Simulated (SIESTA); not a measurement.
**MnS in SIESTA: the effect of functional**

The system is MnS.

```
Mn S
1.0
     0.00000    2.60450    2.60450
     2.60450    0.00000    2.60450
     2.60450    2.60450    0.00000
Mn S
1 1
Direct
  0.00000 0.00000 0.00000
  0.50000 0.50000 0.50000
```

Alike in all runs:

* Program: SIESTA 5.4.2
* Task: band structure
* Basis: DZP (energy shift 0.003 Ry; two zetas on semicore shells)
* Grid cutoff: 800 Ry
* Energy shift: 0.003 Ry
* k mesh: 9 × 9 × 9
* Occupations: fermi-dirac, width 0.05 eV
* Spin: collinear spin, ferromagnetic start
* Starting moments: [4.0, 0.0] μB

Q: One run gave: pressure -6.3 GPa; moment 4.71 μB. Which functional did it use?
A. BLYP
B. AM05
C. vdW-DF-cx

A: B.

```csv
functional,potentials or basis,pressure (GPa),moment (μB)
AM05,PseudoDojo 0.4 standard (PBEsol files),-6.3,4.71
BLYP,PseudoDojo 0.4 standard (PBE files),2.7,4.70
vdW-DF-cx,PseudoDojo 0.4 standard (PBE files),-5.1,4.72
```

Caveats: short orbitals over semicore shells can move pressures by several GPa; the potentials were made for another functional, which shifts forces and pressure; the basis of atomic orbitals isn't converged, which shifts pressures, moduli and gaps; a cell with one magnetic atom can't hold antiferromagnetic order, which such compounds often take.
